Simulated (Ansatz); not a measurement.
The calculation used DFT PBE, scalar-relativistic, plane waves, PAW in Ansatz. Settings: cutoff 420 eV, Γ-centred meshes spaced at most about 0.3 Å⁻¹, and about 0.25 Å⁻¹ or finer for metals (2π included), Gaussian smearing. Spin is collinear in cells that carry moments; the others ran without spin or lost their moments.

Temperature and zero-point effects are left out.

Question: Order these relaxed structures of CoSbH4 by energy, lowest first, with the energy over the lowest of them.
1.
(no moments)
```xyz
6
Lattice="2.6234 -2.6840 0.0000 2.6234 2.6840 0.0000 0.0000 0.0000 5.1738" Properties=species:S:1:pos:R:3 pbc="T T T"
Co    2.6234    0.0000    2.5869
Sb    0.0000    0.0000    2.5869
H     3.0644    0.0000    4.1148
H     2.1823    0.0000    4.1148
H     2.1823    0.0000    1.0591
H     3.0644    0.0000    1.0591
```

2.
(parallel moments up to 0.4 μB)
```xyz
6
Lattice="2.6304 -2.6830 0.0000 2.6304 2.6830 0.0000 0.0000 0.0000 6.0338" Properties=species:S:1:pos:R:3 pbc="T T T"
Co    2.6304    0.0000    3.0169
H     3.0676    0.0000    4.5611
H     2.1932    0.0000    4.5611
H     2.1932    0.0000    1.4727
H     3.0676    0.0000    1.4727
Sb    0.0000    0.0000    3.0169
```

Answer: 2 (0 meV/atom), 1 (12 meV/atom). Forms: cell 2 Cmmm; cell 1 Cmmm. Counting H or Sb atoms around Co (for each partner element, those within 1.25 times its shortest distance or 1.15 times the sum of covalent radii, where it is the nearest in units of that sum or under 1.3): cell 2 has Co 8; cell 1 has Co 8. Cell 2 and cell 1 both hold H–H pairs. Both come from invented guesses. Even the lowest of the cells shown lies +0.29 eV/atom against the elements.

For metals, differences of a few meV/atom aren't resolved. Weakly bound directions are ill-defined at this level, which has no dispersion term (Cmmm at 14.2 Å³/atom, Cmmm at 12.1 Å³/atom), and this can change margins and order among such cells. These runs have no spin–orbit coupling, which can matter for Sb. With hydrogen, zero-point motion can shift such differences by 10 meV/atom or more. Another magnetic order may lie lower. Cells relaxed within their symmetry can be saddle points. Some structure types and database cells were kept out of the candidates from the start, so a known form may be missing.
